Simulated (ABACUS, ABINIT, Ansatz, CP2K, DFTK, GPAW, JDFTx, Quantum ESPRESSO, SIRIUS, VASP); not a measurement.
**One calculation of Hf, 10 ways**

```
CELL_PARAMETERS angstrom
3.19670 0.00000 0.00000
-1.59835 2.76842 0.00000
0.00000 0.00000 5.05780
ATOMIC_POSITIONS crystal
Hf 0.66667 0.33333 0.75000
Hf 0.33333 0.66667 0.25000
```

Alike in all runs: task single point; functional PBEsol; k mesh 10 × 10 × 5; occupations fermi-dirac, width 0.05 eV; no spin polarisation; no spin-orbit coupling. Pressure is positive in compression and, in plane waves, holds the error of the finite cutoff.

```json
{"program and potentials": "ABACUS, PseudoDojo NC SR 0.4.1 PBEsol standard, plane waves", "plane-wave cutoff (eV)": "789", "notes": "12 valence electrons an atom on average", "pressure (GPa)": "-3.58"}
{"program and potentials": "DFTK, PseudoDojo SR PBEsol 0.4.1 standard (PBEsol)", "plane-wave cutoff (eV)": "952", "notes": "12 valence electrons an atom on average", "pressure (GPa)": "-3.58"}
{"program and potentials": "JDFTx, PseudoDojo-SR-PBEsol-0.4.1-standard with smoothed tails", "plane-wave cutoff (eV)": "789", "notes": "12 valence electrons an atom on average", "pressure (GPa)": "-3.58"}
{"program and potentials": "VASP, PBE PAW files Hf_pv, 520 eV", "plane-wave cutoff (eV)": "520", "notes": "potentials made for PBE; 10 valence electrons an atom on average", "pressure (GPa)": "-4.30"}
{"program and potentials": "Quantum ESPRESSO, GBRV 1.5 PBEsol", "plane-wave cutoff (eV)": "612", "notes": "12 valence electrons an atom on average", "pressure (GPa)": "-3.87"}
{"program and potentials": "SIRIUS, PseudoDojo 0.4.1 PBEsol standard (scalar relativistic)", "plane-wave cutoff (eV)": "807", "notes": "12 valence electrons an atom on average", "pressure (GPa)": "-3.58"}
{"program and potentials": "CP2K, POTENTIAL_UZH Hf GTH-PBE-q12; TZVP-MOLOPT-PBE-GTH basis", "plane-wave cutoff (eV)": "-", "notes": "atomic basis; potentials made for PBE; 12 valence electrons an atom on average", "pressure (GPa)": "-2.89"}
{"program and potentials": "GPAW, PAW data sets generated for this functional", "plane-wave cutoff (eV)": "600", "notes": "12 valence electrons an atom on average", "pressure (GPa)": "-3.53"}
{"program and potentials": "Ansatz, all-electron LAPW, scalar-relativistic", "plane-wave cutoff (eV)": "-", "notes": "-", "pressure (GPa)": "-3.90"}
{"program and potentials": "ABINIT, PseudoDojo NC SR PBEsol v0.4.1 standard", "plane-wave cutoff (eV)": "789", "notes": "12 valence electrons an atom on average", "pressure (GPa)": "-3.58"}
```

The pressure spans -4.30 (VASP, PBE PAW files Hf_pv, 520 eV) to -2.89 GPa (CP2K, POTENTIAL_UZH Hf GTH-PBE-q12; TZVP-MOLOPT-PBE-GTH basis), with all-electron results at -3.90. Rows in atomic bases carry the error of their basis and grid, which can be large.

The functional is the same throughout but for its coding, so the spread measures potentials, basis and numerics; runs on potential files found faulty are left out.
